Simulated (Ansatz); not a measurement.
Runs of Ansatz 0.2.0 on KTaO3. Symmetry: Pm-3m, No. 221, cubic system. Conventional cell: a = 3.988 Å, b = 3.988 Å, c = 3.988 Å, α = 90.00°, β = 90.00°, γ = 90.00°. Ta (site symmetry m-3m) is surrounded by 6 O at 1.99 Å. K (site symmetry m-3m) has 12 O at 2.82 Å as nearest neighbours. Around O (site symmetry 4/mmm) lie 2 Ta at 1.99 Å. 

```tsv
task	level	cell	smearing	gap on the mesh (eV)	pressure (GPa)	relaxed volume (Å³/atom)
single point	PBE	as given	gaussian 0.015 eV	2.28	5.4	-
relaxation of cell and atoms	PBE+D3(BJ)	relaxed	fermi-dirac 0.05 eV	(b)	0.0	12.84
relaxation of cell and atoms	BLYP+D3(BJ)	relaxed	fermi-dirac 0.05 eV	2.28	0.0	(a)
relaxation of cell and atoms	PBE+D4	relaxed	fermi-dirac 0.05 eV	2.24	0.0	12.90
relaxation of cell and atoms	BLYP+D4	relaxed	fermi-dirac 0.05 eV	2.24	0.0	13.09
```

Alike in all rows: potentials or basis Ansatz PAW; no spin polarisation; k mesh 7 × 7 × 7; cutoff (eV) 420.

Q: Estimate the missing entries.

A: (a) 12.89; (b) 2.25.

Caveats: odd divisions of the mesh miss points on the zone boundary, where band edges often lie, so the gap on the mesh can be too wide; spin-orbit coupling is left out, which moves the levels of the heavy elements; the plane-wave basis is chosen anew once the cell has moved, so the energies of steps on either side of that aren't comparable (some runs); the PAW data sets come from PBE, with cores solved anew for the run's functional, which leaves a small shift of forces and pressure (some runs).

A k mesh can miss the band edges, and the runs leave out spin-orbit coupling on Ta.
